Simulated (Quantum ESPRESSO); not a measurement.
## PtSe2 in Quantum ESPRESSO: the effect of functional

Crystal: PtSe2.

```
Pt Se
1.0
     3.72400    0.00000    0.00000
    -1.86200    3.22508    0.00000
     0.00000    0.00000    5.06200
Pt Se
1 2
Direct
  0.00000 0.00000 0.00000
  0.33333 0.66667 0.25000
  0.66667 0.33333 0.75000
```

Alike in all runs:

- Program: Quantum ESPRESSO 7.5
- Task: phonons
- Cutoff: 612 eV
- Density cutoff: 4898 eV
- k mesh: 4 × 4 × 2, shifted
- Occupations: fermi-dirac, width 0.05 eV
- Spin: no spin polarisation

Each run relaxes the cell or the atoms first.

```tsv
functional	potentials or basis	relaxed volume (Å³/atom)	highest phonon frequency (cm⁻¹)
LDA	GBRV 1.5 LDA	19.39	212
PBE	GBRV 1.5 PBE	?	?
PBEsol	GBRV 1.5 PBEsol	19.90	209
PW91	GBRV 1.5 PBE	21.93	213
BLYP	GBRV 1.5 PBE	26.42	207
AM05	GBRV 1.5 PBE	20.15	211
vdW-DF-cx	GBRV 1.5 PBE	20.05	210
```

Problem. What does the run with functional PBE give?

Solution. Relaxed volume 22.29 Å³/atom; highest phonon frequency 215 cm⁻¹.

Caveats: all runs use coarse meshes; the mesh is thin for the phonons of a metal (some runs); the layers were relaxed without a dispersion term, so their spacing and the soft interlayer modes are unreliable (some runs); the potentials were made for another functional, which shifts forces and pressure (some runs); the volume moved by over 15 % at a fixed basis, so the end points are rough (some runs); this functional lacks dispersion, which binds the layers, so the pressure and a relaxed spacing across them are unreliable, and here the layers came unbound (some runs).
